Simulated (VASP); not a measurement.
# SnSe2 (P-3m1) in VASP: further runs

One crystal, SnSe2, is run at these levels: LDA; tasks: single point.

Everything below comes from runs of VASP 6.6.1. Logs are shortened: lines on timing, memory, paths and dates and some standing lists are left out, and cuts for length are marked.

## 1. Starting point

It takes space group P-3m1 (No. 164, trigonal). Conventional cell: a = 3.811 Å, b = 3.811 Å, c = 6.136 Å, α = 90.00°, β = 90.00°, γ = 120.00°. Sn (site symmetry -3m) has 6 Se at 2.68 Å as nearest neighbours. Se (site symmetry 3m) has 3 Sn at 2.68 Å as nearest neighbours.

## 2. Single point, LDA

The input, INCAR:

```
SYSTEM = SnSe2
PREC     = Accurate       ! precision mode
ENCUT    = 450            ! plane-wave cutoff, eV
EDIFF    = 1E-4           ! SCF threshold, eV
ISMEAR   = 0              ! smearing method
SIGMA    = 0.05           ! smearing width, eV
LREAL    = .False.        ! projectors in reciprocal space
LASPH    = .True.         ! aspherical terms in the spheres
NELM     = 100            ! most SCF steps
ALGO     = Normal         ! electronic algorithm
ISIF     = 2              ! what is computed and relaxed
LWAVE    = .False.        ! write WAVECAR
LCHARG   = .False.        ! write CHGCAR
NBANDS   = 20             ! bands
ADDGRID  = .False.
```

The input, KPOINTS:

```
regular mesh
0
Gamma
  5 5 3
  0 0 0
```

The input, POSCAR:

```
SnSe2
1.0
    3.8110000000      0.0000000000      0.0000000000
   -1.9055000000      3.3004228138      0.0000000000
    0.0000000000      0.0000000000      6.1360000000
Sn Se
1 2
Direct
    0.0000000000      0.0000000000      0.0000000000
    0.6666666667      0.3333333333      0.7510000000
    0.3333333333      0.6666666667      0.2490000000
```

Potentials or basis: VASP PAW LDA potentials, release 64 (Sn_d, Se).

On the command line:

```bash
cat potpaw_LDA.64/Sn_d/POTCAR potpaw_LDA.64/Se/POTCAR > POTCAR
mpirun -np 1 vasp_std > vasp.out
```

OUTCAR:

```text
SYSTEM = SnSe2
   PREC = Accurate
   ENCUT = 450
   EDIFF = 1E-4
   ISMEAR = 0
   LREAL = .False.
   LASPH = .True.
   NELM = 100
   ISIF = 2

 Found     12 irreducible k-points:

 Following reciprocal coordinates:
            Coordinates               Weight
  0.000000  0.000000  0.000000      1.000000
  0.200000 -0.000000  0.000000      6.000000
  0.400000 -0.000000  0.000000      6.000000
  0.200000  0.200000  0.000000      6.000000
  0.400000  0.200000  0.000000      6.000000
  0.000000  0.000000  0.333333      2.000000
   k-points           NKPTS =     12   k-points in BZ     NKDIM =     12   number of bands    NBANDS=     20
   number of dos      NEDOS =    301   number of ions     NIONS =      3
   total plane-waves  NPLWV =  32928
   dimension x,y,z NGX =    28 NGY =   28 NGZ =   42
   dimension x,y,z NGXF=    56 NGYF=   56 NGZF=   84
   ions per type =               1   2
   NGX,Y,Z   is equivalent  to a cutoff of  12.21, 12.21, 11.38 a.u.
   NGXF,Y,Z  is equivalent  to a cutoff of  24.43, 24.43, 22.76 a.u.
 SYSTEM =  SnSe2
   PREC   = accura    normal or accurate (medium, high low for compatibility)
   ISTART =      0    job   : 0-new  1-cont  2-samecut
   ICHARG =      2    charge: 1-file 2-atom 10-const
   ISPIN  =      1    spin polarized calculation?
   LNONCOLLINEAR =      F non collinear calculations
   LSORBIT =      F    spin-orbit coupling
   LASPH  =      T    aspherical Exc in radial PAW
   ENCUT  =  450.0 eV  33.07 Ry    5.75 a.u.   6.59  6.59 10.61*2*pi/ulx,y,z
   NELM   =    100;   NELMIN=  2; NELMDL= -5     # of ELM steps
   EDIFF  = 0.1E-03   stopping-criterion for ELM
   LREAL  =      F    real-space projection
   EDIFFG = 0.1E-02   stopping-criterion for IOM
   NSW    =      0    number of steps for IOM
   IBRION =     -1    ionic relax: 0-MD 1-quasi-New 2-CG
   NFREE  =      0    steps in history (QN), initial steepest desc. (CG)
   ISIF   =      2    stress and relaxation
   ISYM   =      2    0-nonsym 1-usesym 2-fastsym
   POTIM  = 0.5000    time-step for ionic-motion
   TEBEG  =    0.0;   TEEND  =   0.0 temperature during run
   PSTRESS=    0.0 pullay stress
   NELECT =      26.0000    total number of electrons
   NUPDOWN=      -1.0000    fix difference up-down
   EMIN   =  10.00;   EMAX   =-10.00  energy-range for DOS
   EFERMI =   0.00;   METHOD = LEGACY
   ISMEAR =     0;   SIGMA  =   0.05  broadening in eV -4-tet -1-fermi 0-gaus
   EFERMI_NEDOS =   21; number of points for ismear=-14 and -15
   IALGO  =     38    algorithm
   IMIX   =      4    mixing-type and parameters
     AMIX     =   0.40;   BMIX     =  1.00
     AMIX_MAG =   1.60;   BMIX_MAG =  1.00
  volume/ion in A,a.u.               =      25.73       173.61
  Fermi-wavevector in a.u.,A,eV,Ry     =   1.139116  2.152617 17.654722  1.297585
  Thomas-Fermi vector in A             =   2.275820
   LORBIT       =      0    0 simple, 1 ext, 2 COOP (PROOUT), +10 PAW based schemes
   GGA     = CA    functional components
   LHFCALC =     F    Hartree Fock is set to
   AEXX    =    0.0000 exact exchange contribution
   IVDW    =     0    specifies the selected vdW correction
   LEPSILON=     F    determine dielectric tensor
   LRPA    =     F    only Hartree local field effects (RPA)
 non-spin polarized calculation
 Gauss-broadening in eV      SIGMA  =   0.05
  energy-cutoff  :      450.00
  volume of cell :       77.18
 maximum number of plane-waves:      1701
 NGX is ok and might be reduce to    28
   NGX = 13   NGY = 13   NGZ = 21

 number of electron      25.9999998 magnetization

 Free energy of the ion-electron system (eV)
  ---------------------------------------------------
  ext. energy  EPLUGINS =         0.00000000
  ---------------------------------------------------
  free energy    TOTEN  =       -13.71601196 eV

  energy without entropy =      -13.71601196  energy(sigma->0) =      -13.71601196

 E-fermi :   4.3843     XC(G=0):  -9.7788

 val. band max:        4.1053162044   @ k =   0.0000   0.0000   0.0000
 cond. band min:       4.7663371052   @ k =   0.0000   0.4000   0.3333
 fundamental gap:      0.6610209008
 Fermi energy:         4.3843167775

 k-point     1 :       0.0000    0.0000    0.0000
  band No.  band energies     occupation
      1     -17.0950      2.00000
      2     -17.0950      2.00000
      3     -17.0538      2.00000
      4     -17.0381      2.00000
      5     -17.0381      2.00000
      6      -9.9363      2.00000
[... 12 lines left out ...]
     19      13.0346      0.00000
     20      13.0346      0.00000

 k-point     2 :       0.2000   -0.0000    0.0000
  band No.  band energies     occupation
      1     -17.1154      2.00000
      2     -17.0840      2.00000
      3     -17.0488      2.00000
      4     -17.0392      2.00000
      5     -17.0333      2.00000
      6      -9.5407      2.00000
[... 12 lines left out ...]
     19      12.1044      0.00000
     20      13.3960      0.00000

 k-point     3 :       0.4000   -0.0000    0.0000
  band No.  band energies     occupation
      1     -17.1516      2.00000
      2     -17.0759      2.00000
      3     -17.0595      2.00000
      4     -17.0187      2.00000
      5     -17.0157      2.00000
      6      -8.5669      2.00000
[... 12 lines left out ...]
     19      13.4786      0.00000
     20      14.1806      0.00000

 k-point     4 :       0.2000    0.2000    0.0000
  band No.  band energies     occupation
      1     -17.1325      2.00000
      2     -17.0874      2.00000
      3     -17.0482      2.00000
      4     -17.0369      2.00000
      5     -17.0166      2.00000
      6      -8.8342      2.00000
[... 12 lines left out ...]
     19      11.0360      0.00000
     20      14.0423      0.00000

 k-point     5 :       0.4000    0.2000    0.0000
  band No.  band energies     occupation
      1     -17.1398      2.00000
      2     -17.0945      2.00000
      3     -17.0493      2.00000
      4     -17.0217      2.00000
      5     -17.0172      2.00000
      6      -8.0529      2.00000
[... 12 lines left out ...]
     19      12.9373      0.00000
     20      13.7047      0.00000

 k-point     6 :       0.0000    0.0000    0.3333
  band No.  band energies     occupation
      1     -17.0950      2.00000
      2     -17.0950      2.00000
      3     -17.0537      2.00000
      4     -17.0381      2.00000
      5     -17.0381      2.00000
      6      -9.8135      2.00000
[... 12 lines left out ...]
     19      12.5653      0.00000
     20      12.5664      0.00000

 [... further k-points ...]

------------------------ aborting loop because EDIFF is reached ----------------------------------------

  FORCE on cell =-STRESS in cart. coord.  units (eV):
  Direction    XX          YY          ZZ          XY          YZ          ZX
  --------------------------------------------------------------------------------------
  -------------------------------------------------------------------------------------
  Total        0.3730519      0.3730519      1.0055780     -0.0000000      0.0000000      0.0000000
  in kB        7.7443682      7.7443682     20.8752881     -0.0000000      0.0000000      0.0000000
  external PRESSURE =      12.1213415 kB  Pullay stress =       0.0000000 kB

 VOLUME and BASIS-vectors are now :
 -----------------------------------------------------------------------------
  energy-cutoff  :      450.00
  volume of cell :       77.18
      direct lattice vectors                 reciprocal lattice vectors
     3.811000000  0.000000000  0.000000000     0.262398321  0.151495741  0.000000000
    -1.905500000  3.300422814  0.000000000     0.000000000  0.302991482  0.000000000
     0.000000000  0.000000000  6.136000000     0.000000000  0.000000000  0.162972621

 POSITION                                       TOTAL-FORCE (eV/Angst)
 -----------------------------------------------------------------------------------
      0.00000      0.00000      0.00000        -0.000000      0.000000     -0.000000
      1.90550      1.10014      4.60814        -0.000000     -0.000000     -0.457853
     -0.00000      2.20028      1.52786         0.000000      0.000000      0.457853
 -----------------------------------------------------------------------------------
    total drift:                                0.000000      0.000000      0.000000

  FREE ENERGIE OF THE ION-ELECTRON SYSTEM (eV)
  ---------------------------------------------------
  free  energy   TOTEN  =       -13.7160119628 eV

  energy  without entropy=      -13.7160119628  energy(sigma->0) =      -13.71601196
```

Wall time 6.6 s (1 thread of Intel Xeon 6975P-C (Granite Rapids), shared host); peak memory 0.15 GiB.

The run converged, but some of its settings lie outside the range that counts as converged, so its numbers aren't taken as properties of the crystal.

Results:

```
Free energy            : -13.7160 eV
Pressure               : 1.2 GPa
Largest force          : 0.458 eV/Å
Band gap on the k mesh : 0.66 eV, indirect (least direct gap 0.89 eV)
```

Caveat: spin-orbit coupling is left out, which moves the levels of the heavy elements; an odd mesh through Γ misses points on the zone boundary, where band edges often lie.

## 3. Single point, LDA

INCAR is that of step 2.

KPOINTS is that of step 2.

The input, POSCAR:

```
SnSe2
1.0
    3.8110000000      0.0000000000      0.0000000000
   -1.9055000000      3.3004228138      0.0000000000
    0.0000000000      0.0000000000      6.1360000000
Sn Se
1 2
Direct
    0.0255860000      0.0074750000      0.0043360000
    0.6613810000      0.3516810000      0.7467700000
    0.3595740000      0.6870860000      0.2661230000
```

Potentials or basis: VASP PAW LDA potentials, release 64 (Sn_d, Se).

On the command line:

```bash
cat potpaw_LDA.64/Sn_d/POTCAR potpaw_LDA.64/Se/POTCAR > POTCAR
mpirun -np 1 vasp_std > vasp.out
```

It took 17 s on 1 thread of Intel Xeon 6975P-C (Granite Rapids), shared host; peak memory 0.17 GiB.

The run converged, but some of its settings lie outside the range that counts as converged, so its numbers aren't taken as properties of the crystal.

What came out:

```
Free energy            : -13.7010 eV
Pressure               : -1.0 GPa
Largest force          : 0.477 eV/Å
Band gap on the k mesh : 0.41 eV, indirect (least direct gap 0.86 eV)
```

Caveat: spin-orbit coupling is left out, which moves the levels of the heavy elements; an odd mesh through Γ misses points on the zone boundary, where band edges often lie.

## 4. Single point, LDA

Changes to INCAR since step 3:

```diff
@@ -3,3 +3,3 @@
 ENCUT    = 450            ! plane-wave cutoff, eV
-EDIFF    = 1E-4           ! SCF threshold, eV
+EDIFF    = 1E-5           ! SCF threshold, eV
 ISMEAR   = 0              ! smearing method
```

KPOINTS is that of step 3.

The input, POSCAR:

```
SnSe2
1.0
    3.8110000000      0.0000000000      0.0000000000
   -1.9055000000      3.3004228138      0.0000000000
    0.0000000000      0.0000000000      6.1360000000
Sn Se
1 2
Direct
    0.0000000000      0.0000000000      0.0000000000
    0.6666666667      0.3333333333      0.7510000000
    0.3333333333      0.6666666667      0.2490000000
```

On the command line:

```bash
cat potpaw_LDA.64/Sn_d/POTCAR potpaw_LDA.64/Se/POTCAR > POTCAR
mpirun -np 1 vasp_std > vasp.out
```

Run time: 6.8 s. Hardware: 1 thread of Intel Xeon 6975P-C (Granite Rapids), shared host; peak memory 0.15 GiB.

These settings aren't checked as converged: the numbers below hold their error.

What came out:

- Free energy: -13.7160 eV
- Pressure: 1.2 GPa
- Largest force: 0.455 eV/Å
- Band gap on the k mesh: 0.66 eV, indirect (least direct gap 0.89 eV)

Caveat: spin-orbit coupling is left out, which moves the levels of the heavy elements; an odd mesh through Γ misses points on the zone boundary, where band edges often lie.

## 5. The reference run

An earlier run on the cell as given: functional PBEsol; potentials or basis VASP PAW PBE potentials, release 64 (Sn_d, Se); cutoff 520 eV; k mesh 8 × 8 × 5; occupations fermi-dirac, width 0.05 eV; no spin polarisation.

* Pressure: 2.6 GPa
* Largest force: 0.622 eV/Å
* Band gap on the k mesh: 0.73 eV, indirect (least direct gap 1.00 eV)
